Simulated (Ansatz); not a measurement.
**Band table of KBr**

```
K Br
1.0
     0.00000    3.29250    3.29250
     3.29250    0.00000    3.29250
     3.29250    3.29250    0.00000
K Br
1 1
Direct
  0.00000 0.00000 0.00000
  0.50000 0.50000 0.50000
```

Atom numbers follow the list: K1, Br2.

The cell is COD entry 1010046, as deposited and not checked against the literature; nothing was relaxed. It is an old determination, and later ones may differ.

Theory: Ansatz 0.2.0, DFT, PBE, all-electron LAPW, scalar-relativistic.

Sampling and basis: a Γ-centred 7×7×7 k mesh, Fermi–Dirac smearing of 0.01 eV, basis error target 0.25 meV/atom, no spin polarisation.

Path points, in fractions of the reciprocal vectors: Γ (0.000, 0.000, 0.000), X (0.500, 0.000, 0.500), U (0.625, 0.250, 0.625), K (0.375, 0.375, 0.750), L (0.500, 0.500, 0.500), W (0.500, 0.250, 0.750). Levels in eV from the valence-band top; bands 11 to 19, counted from the lowest band of the run. The gap is 4.45 eV, direct at Γ.

```
# k(1/Å) point b11 b12 b13 b14 b15 b16 b17 b18 b19
0.000 Γ -12.30 -11.24 -11.24 -11.24 0.00 0.00 0.00 4.45 7.61
0.068 - -12.31 -11.24 -11.24 -11.23 -0.03 0.00 0.00 4.50 7.57
0.136 - -12.32 -11.24 -11.24 -11.22 -0.11 -0.02 -0.02 4.63 7.46
0.204 - -12.33 -11.24 -11.24 -11.20 -0.23 -0.04 -0.04 4.83 7.30
0.273 - -12.34 -11.25 -11.25 -11.18 -0.37 -0.07 -0.07 5.08 7.11
0.341 - -12.35 -11.25 -11.25 -11.16 -0.50 -0.10 -0.10 5.35 6.91
0.409 - -12.35 -11.25 -11.25 -11.15 -0.62 -0.13 -0.13 5.63 6.72
0.477 - -12.35 -11.26 -11.26 -11.15 -0.71 -0.16 -0.16 5.93 6.53
0.545 - -12.34 -11.26 -11.26 -11.17 -0.78 -0.19 -0.19 6.21 6.36
0.613 - -12.32 -11.27 -11.27 -11.19 -0.82 -0.22 -0.22 6.21 6.49
0.682 - -12.29 -11.27 -11.27 -11.23 -0.84 -0.24 -0.24 6.09 6.74
0.750 - -12.26 -11.27 -11.27 -11.26 -0.84 -0.26 -0.26 5.99 6.96
0.818 - -12.23 -11.30 -11.27 -11.27 -0.83 -0.28 -0.28 5.92 7.11
0.886 - -12.21 -11.32 -11.28 -11.28 -0.82 -0.28 -0.28 5.87 7.20
0.954 X -12.20 -11.33 -11.28 -11.28 -0.82 -0.29 -0.29 5.86 7.23
0.978 - -12.20 -11.33 -11.28 -11.28 -0.82 -0.29 -0.29 5.87 7.23
1.002 - -12.21 -11.33 -11.28 -11.27 -0.82 -0.30 -0.29 5.88 7.25
1.026 - -12.21 -11.33 -11.28 -11.27 -0.81 -0.31 -0.29 5.90 7.28
1.051 - -12.21 -11.33 -11.28 -11.26 -0.81 -0.33 -0.29 5.93 7.31
1.075 - -12.22 -11.33 -11.27 -11.26 -0.80 -0.35 -0.30 5.97 7.36
1.099 - -12.23 -11.33 -11.27 -11.25 -0.80 -0.37 -0.30 6.02 7.42
1.123 - -12.24 -11.33 -11.27 -11.24 -0.79 -0.40 -0.30 6.07 7.49
1.147 - -12.24 -11.33 -11.27 -11.23 -0.78 -0.43 -0.31 6.13 7.57
1.171 - -12.25 -11.33 -11.27 -11.22 -0.77 -0.46 -0.31 6.20 7.65
1.195 - -12.26 -11.32 -11.27 -11.21 -0.76 -0.50 -0.32 6.27 7.75
1.219 - -12.27 -11.32 -11.27 -11.20 -0.74 -0.54 -0.32 6.35 7.85
1.243 - -12.28 -11.32 -11.27 -11.19 -0.73 -0.57 -0.33 6.43 7.96
1.267 - -12.29 -11.32 -11.27 -11.18 -0.72 -0.61 -0.33 6.51 8.07
1.292 U -12.31 -11.32 -11.26 -11.16 -0.70 -0.65 -0.33 6.59 8.19
1.333 - -12.31 -11.31 -11.26 -11.16 -0.70 -0.66 -0.34 6.65 8.24
1.375 - -12.32 -11.31 -11.27 -11.15 -0.71 -0.65 -0.35 6.72 8.23
1.417 - -12.32 -11.31 -11.27 -11.14 -0.73 -0.63 -0.37 6.82 8.10
1.458 - -12.33 -11.31 -11.27 -11.14 -0.74 -0.60 -0.39 6.94 7.94
1.500 - -12.33 -11.30 -11.28 -11.13 -0.76 -0.58 -0.41 7.07 7.77
1.542 - -12.33 -11.30 -11.28 -11.13 -0.76 -0.56 -0.42 7.21 7.61
1.584 - -12.33 -11.30 -11.29 -11.13 -0.76 -0.56 -0.43 7.29 7.51
1.625 - -12.33 -11.30 -11.28 -11.13 -0.76 -0.56 -0.42 7.21 7.61
1.667 - -12.33 -11.30 -11.28 -11.13 -0.76 -0.58 -0.41 7.07 7.77
1.709 - -12.33 -11.31 -11.27 -11.14 -0.74 -0.60 -0.39 6.94 7.94
1.751 - -12.32 -11.31 -11.27 -11.14 -0.73 -0.63 -0.37 6.82 8.10
1.792 - -12.32 -11.31 -11.27 -11.15 -0.71 -0.65 -0.35 6.72 8.23
1.834 - -12.31 -11.31 -11.26 -11.16 -0.70 -0.66 -0.34 6.65 8.24
1.876 K -12.31 -11.32 -11.26 -11.16 -0.70 -0.65 -0.33 6.59 8.19
1.948 - -12.34 -11.31 -11.26 -11.13 -0.75 -0.65 -0.35 6.85 8.21
2.020 - -12.36 -11.30 -11.26 -11.10 -0.84 -0.59 -0.35 7.07 7.97
2.093 - -12.39 -11.29 -11.25 -11.08 -0.90 -0.52 -0.35 7.16 7.75
2.165 - -12.40 -11.29 -11.25 -11.07 -0.93 -0.45 -0.34 7.06 7.57
2.237 - -12.41 -11.28 -11.24 -11.06 -0.92 -0.38 -0.32 6.83 7.43
2.310 - -12.41 -11.27 -11.24 -11.07 -0.87 -0.31 -0.29 6.52 7.34
2.382 - -12.40 -11.26 -11.24 -11.08 -0.79 -0.25 -0.25 6.18 7.28
2.454 - -12.39 -11.26 -11.24 -11.11 -0.68 -0.20 -0.18 5.83 7.27
2.526 - -12.37 -11.25 -11.24 -11.14 -0.54 -0.16 -0.13 5.49 7.30
2.599 - -12.36 -11.25 -11.24 -11.17 -0.39 -0.11 -0.08 5.17 7.36
2.671 - -12.34 -11.24 -11.24 -11.19 -0.25 -0.06 -0.05 4.88 7.44
2.743 - -12.32 -11.24 -11.24 -11.22 -0.12 -0.03 -0.02 4.65 7.52
2.816 - -12.31 -11.24 -11.24 -11.23 -0.03 -0.01 -0.01 4.51 7.58
2.888 Γ -12.30 -11.24 -11.24 -11.24 0.00 0.00 0.00 4.45 7.61
2.947 - -12.31 -11.24 -11.24 -11.24 -0.02 0.00 0.00 4.49 7.60
3.006 - -12.31 -11.24 -11.24 -11.23 -0.08 -0.02 -0.02 4.59 7.57
3.065 - -12.33 -11.24 -11.24 -11.21 -0.17 -0.04 -0.04 4.75 7.53
3.124 - -12.34 -11.24 -11.24 -11.19 -0.29 -0.07 -0.07 4.96 7.49
3.183 - -12.36 -11.24 -11.24 -11.16 -0.41 -0.10 -0.10 5.20 7.46
3.242 - -12.38 -11.24 -11.24 -11.13 -0.55 -0.14 -0.14 5.45 7.46
3.301 - -12.40 -11.24 -11.24 -11.11 -0.68 -0.18 -0.18 5.71 7.50
3.360 - -12.42 -11.24 -11.24 -11.08 -0.80 -0.21 -0.21 5.95 7.57
3.419 - -12.44 -11.24 -11.24 -11.05 -0.91 -0.25 -0.25 6.16 7.69
3.478 - -12.45 -11.24 -11.24 -11.03 -1.01 -0.28 -0.28 6.33 7.84
3.537 - -12.46 -11.24 -11.24 -11.01 -1.09 -0.30 -0.30 6.45 8.00
3.596 - -12.47 -11.24 -11.24 -11.00 -1.14 -0.32 -0.32 6.54 8.13
3.655 - -12.48 -11.24 -11.24 -10.99 -1.18 -0.34 -0.34 6.59 8.23
3.714 L -12.48 -11.24 -11.24 -10.99 -1.19 -0.34 -0.34 6.60 8.26
3.762 - -12.48 -11.25 -11.25 -10.99 -1.19 -0.34 -0.34 6.62 8.25
3.811 - -12.47 -11.25 -11.25 -11.00 -1.17 -0.35 -0.34 6.65 8.22
3.859 - -12.46 -11.25 -11.25 -11.01 -1.15 -0.37 -0.34 6.70 8.17
3.907 - -12.45 -11.26 -11.25 -11.02 -1.11 -0.39 -0.34 6.77 8.10
3.955 - -12.44 -11.26 -11.25 -11.04 -1.07 -0.42 -0.35 6.85 8.01
4.003 - -12.42 -11.27 -11.25 -11.05 -1.03 -0.44 -0.35 6.94 7.92
4.052 - -12.40 -11.27 -11.26 -11.07 -0.97 -0.47 -0.36 7.03 7.82
4.100 - -12.38 -11.28 -11.27 -11.09 -0.91 -0.50 -0.38 7.11 7.72
4.148 - -12.36 -11.29 -11.27 -11.11 -0.86 -0.52 -0.39 7.19 7.63
4.196 - -12.34 -11.29 -11.28 -11.12 -0.79 -0.55 -0.42 7.26 7.55
4.244 - -12.32 -11.30 -11.29 -11.13 -0.73 -0.57 -0.45 7.32 7.48
4.293 - -12.31 -11.30 -11.30 -11.14 -0.68 -0.58 -0.48 7.36 7.43
4.341 - -12.30 -11.30 -11.30 -11.14 -0.62 -0.59 -0.52 7.39 7.40
4.389 W -12.30 -11.30 -11.30 -11.14 -0.59 -0.59 -0.54 7.40 7.40
4.423 - -12.30 -11.31 -11.30 -11.14 -0.62 -0.56 -0.54 7.21 7.59
4.457 - -12.30 -11.31 -11.30 -11.15 -0.65 -0.53 -0.53 7.03 7.78
4.491 - -12.29 -11.31 -11.29 -11.16 -0.67 -0.52 -0.50 6.86 7.98
4.525 - -12.28 -11.32 -11.29 -11.17 -0.70 -0.50 -0.47 6.70 8.03
4.559 - -12.28 -11.32 -11.29 -11.18 -0.72 -0.47 -0.44 6.55 7.92
4.593 - -12.27 -11.32 -11.29 -11.19 -0.74 -0.45 -0.41 6.41 7.80
4.627 - -12.26 -11.32 -11.28 -11.21 -0.76 -0.42 -0.39 6.29 7.69
4.662 - -12.24 -11.33 -11.28 -11.22 -0.77 -0.39 -0.36 6.18 7.58
4.696 - -12.23 -11.33 -11.28 -11.24 -0.79 -0.36 -0.34 6.08 7.48
4.730 - -12.22 -11.33 -11.28 -11.25 -0.80 -0.34 -0.32 6.00 7.39
4.764 - -12.22 -11.33 -11.28 -11.26 -0.81 -0.32 -0.31 5.94 7.32
4.798 - -12.21 -11.33 -11.28 -11.27 -0.81 -0.30 -0.30 5.90 7.27
4.832 - -12.21 -11.33 -11.28 -11.27 -0.82 -0.29 -0.29 5.87 7.24
4.866 X -12.20 -11.33 -11.28 -11.28 -0.82 -0.29 -0.29 5.86 7.23
```
